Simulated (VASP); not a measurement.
A run of VASP 6.6.1:

File INCAR:

```
  ALGO = Normal
  EDIFF = 1E-6
  ENCUT = 520
  GGA = PS
  ISIF = 2
  ISMEAR = -1
  LASPH = T
  LCHARG = F
  LREAL = F
  LWAVE = F
  NBANDS = 10
  NELM = 80
  PREC = Accurate
  SIGMA = 0.1
```

Contents of KPOINTS:

```
k-points
0
Gamma
  16 16 16
```

The input POSCAR:

```
Co
1.0
    2.2794507408      0.0000000000      0.0000000000
    0.0000000000      2.2794507408      0.0000000000
    0.0000000000      0.0000000000      2.2794507408
Co
1
Direct
    0.0000000000      0.0000000000      0.0000000000
```

Potentials or basis: VASP PAW PBE potentials, release 64 (Co).

Run with:

```sh
$ cat potpaw_PBE.64/Co/POTCAR > POTCAR
$ mpirun -np 1 vasp_std > vasp.out
```

Hardware: 1 thread of Intel(R) Xeon(R) Platinum 8488C (Sapphire Rapids) (shared host).

**Question.** How long does it take, and how much memory?

**Answer.** Wall time 8.9 s on 1 thread of Intel(R) Xeon(R) Platinum 8488C (Sapphire Rapids), on a shared host, peak memory 0.13 GiB. Counts: scf iterations 12, k points 165.
